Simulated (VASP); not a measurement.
**Te2Mo: lattice, stiffness and zone-centre modes**

What lattice, stiffness and vibrations does Te2Mo have at one level of theory? The starting structure is a measured crystal structure from the Crystallography Open Database. All runs use LDA.

Method: Kohn-Sham DFT with plane waves and PAW; LDA, in VASP 6.6.1.

### Step 1. Set-up

It takes space group P6_3/mmc (No. 194, hexagonal). Conventional cell: a = 3.518 Å, b = 3.518 Å, c = 13.974 Å, α = 90.00°, β = 90.00°, γ = 120.00°. Nearest to Te lie 3 Mo at 2.72 Å. Nearest to Mo lie 6 Te at 2.72 Å. Farther neighbours and most contacts between anions are not listed.

Coordinates:

```xyz
6
Lattice="3.5182 0.0000 0.0000 -1.7591 3.0469 0.0000 0.0000 0.0000 13.9736" Properties=species:S:1:pos:R:3 pbc="T T T"
Te    1.7591    1.0156    5.2960
Te    0.0000    2.0312   12.2828
Te    1.7591    1.0156    1.6908
Te    0.0000    2.0312    8.6776
Mo    1.7591    1.0156   10.4802
Mo    0.0000    2.0312    3.4934
```

### Step 2. Relaxation

This run starts from the cell of an earlier relaxation, which isn't shown; the restart sets up the plane waves anew.

Contents of INCAR:

```
SYSTEM = Te2Mo
PREC = Accurate
ENCUT = 500
EDIFF = 1E-07
NELM = 100
ISMEAR = 0
SIGMA = 0.03
LREAL = .FALSE.
ALGO = Normal
GGA = CA
NBANDS = 32
LASPH = .TRUE.
LORBIT = 11
LWAVE = .FALSE.
LCHARG = .FALSE.
KPAR = 8
IBRION = 2
NSW = 50
ISIF = 3
EDIFFG = -0.002
```

Contents of POSCAR:

```
Te2Mo
1.0
    3.4743226455      0.0000000000      0.0000000000
   -1.7371613228      3.0088516719      0.0000000000
    0.0000000000      0.0000000000     13.7741966851
Te Mo
4 2
Direct
    0.6666666667      0.3333333333      0.3806310326
    0.3333333333      0.6666666667      0.8806310326
    0.6666666667      0.3333333333      0.1193689674
    0.3333333333      0.6666666667      0.6193689674
    0.6666666667      0.3333333333      0.7500000000
    0.3333333333      0.6666666667      0.2500000000
```

Contents of KPOINTS:

```
Automatic mesh
0
Gamma
9 9 2
0 0 0
```

PAW data sets: Te and Mo_sv (LDA family, release 64).

The run is started by

```sh
$ mpirun -np 8 vasp_std
```

The log of the run:

```text
[banner, memory and clock lines left out]
running    8 mpi-ranks, on    1 nodes
 distrk:  each k-point on    1 cores,    8 groups
 distr:  one band on    1 cores,    1 groups

 POSCAR found type information on POSCAR TeMo
 POSCAR found :  2 types and       6 ions
|                                                                             |
|           W    W    AA    RRRRR   N    N  II  N    N   GGGG   !!!           |
|           W    W   A  A   R    R  NN   N  II  NN   N  G    G  !!!           |
|           W    W  A    A  R    R  N N  N  II  N N  N  G       !!!           |
|           W WW W  AAAAAA  RRRRR   N  N N  II  N  N N  G  GGG   !            |
|           WW  WW  A    A  R   R   N   NN  II  N   NN  G    G                |
|           W    W  A    A  R    R  N    N  II  N    N   GGGG   !!!           |
|                                                                             |
|     For optimal performance we recommend to set                             |
|       NCORE = 2 up to number-of-cores-per-socket                            |
|     NCORE specifies how many cores store one orbital (NPAR=cpu/NCORE).      |
|     This setting can greatly improve the performance of VASP for DFT.       |
|     The default, NCORE=1 might be grossly inefficient on modern             |
|     multi-core architectures or massively parallel machines. Do your        |
|     Unfortunately you need to use the default for GW and RPA                |
|     calculations (for HF NCORE is supported but not extensively tested      |
|     yet).                                                                   |
|                                                                             |

 LDA part: xc-table for (Slater(with rela. corr.)+CA(PZ))
 , standard interpolation
 POSCAR, INCAR and KPOINTS ok, starting setup
 FFT: planning ... GRIDC
 FFT: planning ... GRID_SOFT
 FFT: planning ... GRID
 WAVECAR not read
 entering main loop
       N       E                     dE             d eps       ncg     rms          rms(c)
DAV:   1     0.412556090640E+03    0.41256E+03   -0.26591E+04  1776   0.142E+03
DAV:   2    -0.183127266821E+02   -0.43087E+03   -0.42149E+03  1872   0.353E+02
DAV:   3    -0.420392143484E+02   -0.23726E+02   -0.23359E+02  1952   0.694E+01
DAV:   4    -0.426129159441E+02   -0.57370E+00   -0.57175E+00  1840   0.109E+01
DAV:   5    -0.426282851959E+02   -0.15369E-01   -0.15366E-01  2024   0.180E+00    0.235E+01
DAV:   6    -0.417141334768E+02    0.91415E+00   -0.70117E+00  1840   0.146E+01    0.895E+00
DAV:   7    -0.416406081649E+02    0.73525E-01   -0.62364E+00  1712   0.112E+01    0.630E+00
DAV:   8    -0.412684813707E+02    0.37213E+00   -0.14491E+00  1792   0.600E+00    0.294E+00
DAV:   9    -0.412717348180E+02   -0.32534E-02   -0.19497E-01  1992   0.206E+00    0.130E+00
DAV:  10    -0.412637573045E+02    0.79775E-02   -0.50001E-02  1888   0.126E+00    0.298E-01
DAV:  11    -0.412638508437E+02   -0.93539E-04   -0.27301E-03  1880   0.248E-01    0.283E-01
DAV:  12    -0.412638359891E+02    0.14855E-04   -0.40001E-04  1896   0.850E-02    0.162E-01
DAV:  13    -0.412637789913E+02    0.56998E-04   -0.14676E-04  1912   0.711E-02    0.853E-02
DAV:  14    -0.412637735334E+02    0.54579E-05   -0.21456E-05  2008   0.191E-02    0.417E-02
DAV:  15    -0.412637734907E+02    0.42757E-07   -0.82239E-07  1584   0.423E-03
   1 F= -.41263773E+02 E0= -.41263773E+02  d E =-.412638E+02
[...]
2 F= -.41263761E+02 E0= -.41263761E+02  d E =0.124899E-04
[...]
3 F= -.41263770E+02 E0= -.41263770E+02  d E =0.313680E-05
[...]
4 F= -.41263772E+02 E0= -.41263772E+02  d E =0.177252E-05
[...]
5 F= -.41263772E+02 E0= -.41263772E+02  d E =0.127598E-05
[...]
6 F= -.41263772E+02 E0= -.41263772E+02  d E =0.111631E-05
 curvature:  -0.02 expect dE=-0.121E-06 dE for cont linesearch -0.726E-07
 ZBRENT: bisectioning
 opt :   0.0204  next Energy=   -41.263772 (dE= 0.101E-05)
 bond charge predicted
       N       E                     dE             d eps       ncg     rms          rms(c)
DAV:   1    -0.412637725247E+02   -0.10142E-06   -0.98287E-07  1624   0.752E-03    0.196E-03
DAV:   2    -0.412637724930E+02    0.31764E-07   -0.61751E-07  1440   0.452E-03
   7 F= -.41263772E+02 E0= -.41263772E+02  d E =0.997699E-06
 curvature:  -0.03 expect dE=-0.788E-07 dE for cont linesearch -0.307E-07
 trial: gam= 0.00000 g(F)=  0.755E-06 g(S)=  0.191E-05 ort =-0.307E-05 (trialstep = 0.804E+00)
 search vector abs. value=  0.267E-05
 reached required accuracy - stopping structural energy minimisation
```

It took 42 s on 8 MPI ranks of Intel Xeon 6975P-C (Granite Rapids), shared host; peak memory 2.5 GiB.

The logs omit lines about the potential files and the build; timing stands in the text.

From OUTCAR (step 2):

```text
ion  position               nearest neighbor table
   1  0.667  0.333  0.381-   6 2.69   6 2.69   6 2.69   3 3.60
   2  0.333  0.667  0.881-   5 2.69   5 2.69   5 2.69   4 3.60
   3  0.667  0.333  0.119-   6 2.69   6 2.69   6 2.69   1 3.60
   4  0.333  0.667  0.619-   5 2.69   5 2.69   5 2.69   2 3.60
   5  0.667  0.333  0.750-   2 2.69   4 2.69   2 2.69   4 2.69   2 2.69   4 2.69
   6  0.333  0.667  0.250-   1 2.69   3 2.69   1 2.69   3 2.69   1 2.69   3 2.69

  LATTYP: Found a hexagonal cell.
 ALAT       =     3.4743226455
 C/A-ratio  =     3.9645703898

 Subroutine GETGRP returns: Found 24 space group operations
 (whereof 12 operations were pure point group operations)

The static configuration has the point symmetry D_3d.
 The point group associated with its full space group is D_6h.

 Found     24 irreducible k-points:

   k-points           NKPTS =     24   k-points in BZ     NKDIM =     24   number of bands    NBANDS=     32

   dimension x,y,z NGX =    28 NGY =   28 NGZ =  100
   dimension x,y,z NGXF=    56 NGYF=   56 NGZF=  200

   ENCUT  =  500.0 eV  36.75 Ry    6.06 a.u.   6.33  6.33 25.11*2*pi/ulx,y,z

   NELECT =      52.0000    total number of electrons

 k-points in reciprocal lattice and weights: Automatic mesh
   0.00000000  0.00000000  0.00000000       0.006
   0.11111111  0.00000000  0.00000000       0.037
   0.22222222  0.00000000  0.00000000       0.037
   0.33333333  0.00000000  0.00000000       0.037
   0.44444444  0.00000000  0.00000000       0.037
   0.11111111  0.11111111  0.00000000       0.037
   0.22222222  0.11111111  0.00000000       0.074
   0.33333333  0.11111111  0.00000000       0.074
   0.44444444  0.11111111  0.00000000       0.037
[...]
0.33333333  0.22222222  0.50000000       0.074
   0.33333333  0.33333333  0.50000000       0.012

 average (electrostatic) potential at core
       1 -86.4646       2 -86.4646       3 -86.4646       4 -86.4646       5 -72.9694
       6 -72.9694

 E-fermi :   8.8720

 k-point     1 :       0.0000    0.0000    0.0000
  band No.  band energies     occupation
    ...
     22       7.4899      2.00000
     23       7.5298      2.00000
     24       7.5298      2.00000
     25       8.3037      2.00000
     26       8.5555      2.00000
     27      11.5545      0.00000
     28      11.5545      0.00000
     29      11.7093      0.00000
     30      11.7093      0.00000
     31      11.7865      0.00000
    ...

 k-point     2 :       0.1111    0.0000    0.0000
  band No.  band energies     occupation
    ...
     22       7.3068      2.00000
     23       7.4050      2.00000
     24       7.4712      2.00000
     25       8.3623      2.00000
     26       8.5276      2.00000
     27      11.0094      0.00000
     28      11.0324      0.00000
     29      11.0810      0.00000
     30      11.1650      0.00000
     31      11.3702      0.00000
    ...

 k-point     3 :       0.2222    0.0000    0.0000
  band No.  band energies     occupation
    ...
     22       7.2105      2.00000
     23       7.2824      2.00000
     24       7.4107      2.00000
     25       7.7363      2.00000
     26       7.9384      2.00000
     27       9.8906      0.00000
     28      10.4128      0.00000
     29      10.5273      0.00000
     30      10.6273      0.00000
     31      11.0147      0.00000
    ...

  Total        0.0086228      0.0086228      0.0094519     -0.0000000      0.0000000      0.0000000
  in kB        0.0959453      0.0959453      0.1051715     -0.0000000      0.0000000      0.0000000
  external PRESSURE =       0.0990207 kB  Pullay stress =       0.0000000 kB

  energy-cutoff  :      500.00
  volume of cell :      143.99
      direct lattice vectors                 reciprocal lattice vectors
     3.474313649  0.000000000  0.000000000     0.287826633  0.166176784  0.000000000
    -1.737156825  3.008843881  0.000000000    -0.000000000  0.332353568  0.000000000
     0.000000000  0.000000000 13.774145692     0.000000000  0.000000000  0.072599784

 POSITION                                       TOTAL-FORCE (eV/Angst)
 -----------------------------------------------------------------------------------
      1.73716      1.00295      5.24287         0.000000     -0.000000      0.001978
     -0.00000      2.00590     12.12994         0.000000     -0.000000      0.001978
      1.73716      1.00295      1.64420         0.000000     -0.000000     -0.001978
     -0.00000      2.00590      8.53128         0.000000     -0.000000     -0.001978
      1.73716      1.00295     10.33061        -0.000000      0.000000      0.000000
     -0.00000      2.00590      3.44354         0.000000     -0.000000      0.000000
 -----------------------------------------------------------------------------------
    total drift:                                0.000000     -0.000000      0.000000

  FREE ENERGIE OF THE ION-ELECTRON SYSTEM (eV)
  ---------------------------------------------------
  free  energy   TOTEN  =       -41.2637724930 eV

  energy  without entropy=      -41.2637724930  energy(sigma->0) =      -41.26377249

 reached required accuracy - stopping structural energy minimisation

 total charge
# of ion       s       p       d       tot
------------------------------------------
    1        1.392   1.994   0.073   3.459
    2        1.392   1.994   0.073   3.459
    3        1.392   1.994   0.073   3.459
    4        1.392   1.994   0.073   3.459
    5        2.264   6.155   4.041  12.460
    6        2.264   6.155   4.041  12.460
--------------------------------------------------
tot         10.095  20.286   8.373  38.754

[... 3 further parts left out ...]
```

CONTCAR:

```
Te2Mo
   1.00000000000000
     3.4743136491385442    0.0000000000000002    0.0000000000000000
    -1.7371568246192717    3.0088438808224378    0.0000000000000000
     0.0000000000000000    0.0000000000000000   13.7741456921875738
  Te              Mo
     4     2
Direct
     0.6666666667000030    0.3333333332999970    0.3806311886458331
     0.3333333332999970    0.6666666667000030    0.8806311886458331
     0.6666666667000030    0.3333333332999970    0.1193688113541670
     0.3333333332999970    0.6666666667000030    0.6193688113541669
     0.6666666667000030    0.3333333332999970    0.7500000000000000
     0.3333333332999970    0.6666666667000030    0.2500000000000000
```

The run keeps the 24 symmetry operations of its start, so it cannot find a distortion of lower symmetry.

The relaxed cell holds 23.998 Å³ an atom, with a = 3.474 Å (-1.2 % against the database cell) and c = 13.774 Å (-1.4 % against the database cell). Pressures at 0.985 and 1.015 times this volume, from two more relaxations that aren't shown, give a bulk modulus of 40.7 GPa.

### Step 3. Elastic constants

Contents of INCAR:

```
SYSTEM = Te2Mo
PREC = Accurate
ENCUT = 700
EDIFF = 1E-08
NELM = 100
ISMEAR = 0
SIGMA = 0.03
LREAL = .FALSE.
ALGO = Normal
GGA = CA
NBANDS = 32
LASPH = .TRUE.
LORBIT = 11
LWAVE = .FALSE.
LCHARG = .FALSE.
KPAR = 8
IBRION = 6
NFREE = 2
POTIM = 0.015
ISIF = 3
NSW = 1
```

Contents of POSCAR:

```
Te2Mo
1.0
    3.4743136491      0.0000000000      0.0000000000
   -1.7371568246      3.0088438808      0.0000000000
    0.0000000000      0.0000000000     13.7741456922
Te Mo
4 2
Direct
    0.6666666667      0.3333333333      0.3806311886
    0.3333333333      0.6666666667      0.8806311886
    0.6666666667      0.3333333333      0.1193688114
    0.3333333333      0.6666666667      0.6193688114
    0.6666666667      0.3333333333      0.7500000000
    0.3333333333      0.6666666667      0.2500000000
```

KPOINTS is that of step 2.

The run is started by

```sh
$ mpirun -np 8 vasp_std
```

The log of the run:

```text
[banner, memory and clock lines left out]
running    8 mpi-ranks, on    1 nodes
[...]
[... a notice as in an earlier step ...]

 LDA part: xc-table for (Slater(with rela. corr.)+CA(PZ))
 , standard interpolation
 POSCAR, INCAR and KPOINTS ok, starting setup
[...]
entering main loop
       N       E                     dE             d eps       ncg     rms          rms(c)
DAV:   1     0.505830807362E+03    0.50583E+03   -0.31184E+04  1728   0.185E+03
DAV:   2    -0.891356109466E+01   -0.51474E+03   -0.50356E+03  1808   0.400E+02
DAV:   3    -0.417220164159E+02   -0.32808E+02   -0.32026E+02  1968   0.810E+01
DAV:   4    -0.426076139146E+02   -0.88560E+00   -0.88264E+00  1880   0.132E+01
[...]
DAV:  16    -0.412642408195E+02    0.75668E-06   -0.14672E-06  1920   0.641E-03    0.150E-02
DAV:  17    -0.412642406512E+02    0.16835E-06   -0.64109E-07  1896   0.372E-03    0.266E-03
DAV:  18    -0.412642406441E+02    0.71132E-08   -0.22851E-08  1440   0.641E-04
   1 F= -.41264241E+02 E0= -.41264241E+02  d E =-.467596E-52
[...]
2 F= -.41247533E+02 E0= -.41247533E+02  d E =-.301321E-16
   3 F= -.41245649E+02 E0= -.41245649E+02  d E =-.128846E-19
   4 F= -.41247450E+02 E0= -.41247450E+02  d E =-.172556E-17
   5 F= -.41245744E+02 E0= -.41245744E+02  d E =-.374621E-17
   6 F= -.41242198E+02 E0= -.41242198E+02  d E =-.174810E-13
   7 F= -.41240455E+02 E0= -.41240455E+02  d E =-.105754E-41
   8 F= -.41258043E+02 E0= -.41258043E+02  d E =-.193229E-43
   9 F= -.41258043E+02 E0= -.41258043E+02  d E =-.327061E-43
  10 F= -.41253529E+02 E0= -.41253529E+02  d E =-.873464E-52
  11 F= -.41253529E+02 E0= -.41253529E+02  d E =-.829270E-52
  12 F= -.41253528E+02 E0= -.41253528E+02  d E =-.121100E-52
  13 F= -.41253528E+02 E0= -.41253528E+02  d E =-.137763E-52
  14 F= -.41263446E+02 E0= -.41263446E+02  d E =-.720611E-11
  15 F= -.41263446E+02 E0= -.41263446E+02  d E =-.235157E-53
  16 F= -.41262809E+02 E0= -.41262809E+02  d E =-.639296E-53
  17 F= -.41262775E+02 E0= -.41262775E+02  d E =-.221293E-54
  18 F= -.41262587E+02 E0= -.41262587E+02  d E =-.782634E-51
  19 F= -.41262587E+02 E0= -.41262587E+02  d E =-.100853E-53
  20 F= -.41261756E+02 E0= -.41261756E+02  d E =-.792349E-48
  21 F= -.41261756E+02 E0= -.41261756E+02  d E =-.715741E-49
 Finite differences progress:
  Degree of freedom:  10/ 10
  Displacement:        2/  2
  Total:              20/ 20
```

It took 9.4 min on 8 MPI ranks; peak memory 7.7 GiB.

From OUTCAR (step 3):

```text
  Total        0.0187602      0.0187602      0.0221197     -0.0000000      0.0000000      0.0000000
  in kB        0.2087444      0.2087444      0.2461253     -0.0000000      0.0000000      0.0000000
  external PRESSURE =       0.2212047 kB  Pullay stress =       0.0000000 kB

 POSITION                                       TOTAL-FORCE (eV/Angst)
 -----------------------------------------------------------------------------------
      1.73716      1.00295      5.24287         0.000000     -0.000000      0.002606
     -0.00000      2.00590     12.12994         0.000000     -0.000000     -0.159458
      1.73716      1.00295      1.64420         0.000000     -0.000000      0.001464
     -0.00000      2.00590      8.53128         0.000000     -0.000000     -0.167369
      1.73716      1.00295     10.31561        -0.000000      0.000000      0.331321
     -0.00000      2.00590      3.44354         0.000000      0.000000     -0.008564
 -----------------------------------------------------------------------------------
    total drift:                                0.000000     -0.000000     -0.000188

  FREE ENERGIE OF THE ION-ELECTRON SYSTEM (eV)
  ---------------------------------------------------
  free  energy   TOTEN  =       -41.2617562650 eV

  energy  without entropy=      -41.2617562650  energy(sigma->0) =      -41.26175626

[... 1 part as in an earlier step ...]

[... 2 further parts left out ...]
[key lines of the parts left out:]
E-fermi :   8.8661
```

The last energy, forces and stress in OUTCAR belong to the last displaced cell, not to that of POSCAR.

The elastic tensor has C11 = 140.4, C12 = 33.8, C44 = 26.5 GPa, among others; its Hill averages are a bulk modulus of 45.5 and a shear modulus of 36.6 GPa.

[end of part 1 of 2]

[Lines on the potential files, build, host, timing and source positions are cut from VASP's logs without a mark.]

[Logs are printed without paths, hosts, clocks, repeated set-up lines and the standing remarks that a program may print on its own settings, such as how far it seeks lower states.]

[Hosts, paths, dates, database ids (printed as entryN), source tags and the programs' standing remarks are cut or masked in the printed files.]
